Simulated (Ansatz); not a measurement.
## Fe in Ansatz: convergence with smearing width

Input of the first run (smearing width 0.3 eV); the others differ in this setting and in those tied to it:

input.yaml

```yaml
crystal:
  lattice:
    - [0.0, 1.9417396906, 1.9651051623]
    - [1.4984397099, 0.0, 1.9651051623]
    - [1.4984397099, 1.9417396906, 0.0]
  atoms:
    - { symbol: Fe, position: [0.0, 0.0, 0.0], spin: 3.0 }
hamiltonian:
  xc: pbesol
  pseudopotentials: { kind: paw }
magnetization:
  spin_polarized: true
kpoints:
  mp_grid: { grid: [11, 11, 11] }
scf:
  occupations: { method: fermi_dirac, width: 0.3 }
output:
  forces: true
  stress: true
  eigenvalues: true
```

Potentials or basis: Ansatz PAW.

Command:

```bash
$ ansatz run input.yaml --threads 2 --pin off --max-ram 5632MiB --backend cpu --events-out ev --progress --plain --runs-dir out
```

Hardware: 2 threads of Intel(R) Xeon(R) 6975P-C (Granite Rapids), on a shared host.

Task: The values tried are 0.3 eV, 0.2 eV, 0.15 eV, 0.1 eV, 0.05 eV, 0.025 eV, 0.01 eV, 0.005 eV, loosest first. From which on does the pressure stay within 0.1 GPa of the tightest run that finished?

Result: From 0.025 eV on.

```
smearing width  energy less the tightest run, at zero smearing (meV/atom)  pressure (GPa)  absolute moment (μB)  SCF cycles  CPU time (s)  peak memory (GiB)
        0.3 eV                                                      21.80           -9.80                  2.12           9           3.4               0.38
        0.2 eV                                                       3.54           -9.41                  2.26           9           3.3               0.38
       0.15 eV                                                       0.68           -9.36                  2.29          10           3.5               0.38
        0.1 eV                                                       0.04           -9.43                  2.31           9           3.5               0.38
       0.05 eV                                                       0.09           -9.66                  2.31           9           3.6               0.38
      0.025 eV                                                       0.06           -9.81                  2.31           9           3.6               0.38
       0.01 eV                                                       0.02           -9.88                  2.31           9           3.7               0.38
      0.005 eV                                                       0.00           -9.87                  2.31           9             4               0.37
```

Against the tightest run, the energy stays within 1 meV/atom from 0.15 eV on; the absolute moment stays within 0.02 μB from 0.15 eV on. Narrower smearing needs a denser k mesh, so at a fixed mesh the narrowest width isn't the most accurate. The tightest run that finished is the yardstick and may itself not be fully converged.

Caveat, for the tightest run too: the PAW data sets come from PBE, with cores solved anew for the run's functional, which leaves a small shift of forces and pressure.
